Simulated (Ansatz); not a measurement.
# NiSb2: the cost of one run

Computed with Ansatz 0.2.0 (DFT PBEsol, scalar-relativistic, plane waves, PAW, unless a step's input says otherwise).

## (1) The system as given

The structure is orthorhombic, space group Pnnm (No. 58). Conventional cell: a = 5.182 Å, b = 6.317 Å, c = 3.840 Å, α = 90.00°, β = 90.00°, γ = 90.00°. Ni (site symmetry 2/m) is surrounded by 6 Sb at 2.54 to 2.57 Å. Sb (site symmetry m) is surrounded by 3 Ni at 2.54 to 2.57 Å and 1 Sb at 2.88 Å.

As a file:

```cif
data_structure
_symmetry_space_group_name_H-M 'Pnnm'
_symmetry_Int_Tables_number 58
_cell_length_a 5.1823
_cell_length_b 6.3168
_cell_length_c 3.8403
_cell_angle_alpha 90.000
_cell_angle_beta 90.000
_cell_angle_gamma 90.000
_cell_volume 125.71
loop_
_atom_site_label
_atom_site_type_symbol
_atom_site_symmetry_multiplicity
_atom_site_Wyckoff_symbol
_atom_site_fract_x
_atom_site_fract_y
_atom_site_fract_z
_atom_site_occupancy
Ni1 Ni 2 a 0.00000 0.00000 0.00000 1
Sb1 Sb 4 g 0.21890 0.35930 0.00000 1
```

Source of the structure: the Crystallography Open Database.

(A quick probe on a coarse mesh, which set the mesh and smearing, is not shown.)

## (3) Full relaxation

The input, input.yaml:

```yaml
crystal:
  lattice:
    - [5.1823, 0.0, 0.0]
    - [0.0, 6.3168, 0.0]
    - [0.0, 0.0, 3.8403]
  atoms:
    - { symbol: Ni, position: [0.0, 0.0, 0.0] }
    - { symbol: Ni, position: [0.5, 0.5, 0.5] }
    - { symbol: Sb, position: [0.2189, 0.3593, 0.0] }
    - { symbol: Sb, position: [0.7811, 0.6407, 0.0] }
    - { symbol: Sb, position: [0.7189, 0.1407, 0.5] }
    - { symbol: Sb, position: [0.2811, 0.8593, 0.5] }
basis:
  ecutwfc: 420
kpoints:
  mp_grid: { grid: [8, 6, 10] }
hamiltonian:
  xc: pbesol
scf:
  occupations: { method: gaussian, width: 0.1 }
output:
  forces: true
  stress: true
  eigenvalues: true
  write_density: true
  write_potential: true
  elf: true
  volumetric_format: npy
relax:
  adjacent_minimum: "off"
  f_tol: 0.005
  max_steps: 80
  cell: { stress_tol: 0.05 }
```

Started as:

```
ansatz run input.yaml --threads 1 --pin off --max-ram 2560MiB --backend cpu --events-out ev --progress --plain --runs-dir out
```

**Question.** How long does this run take on 1 thread of Arm Neoverse V1, shared host, and how much memory does it need?

About 6.7 min, with a peak of 0.82 GiB.
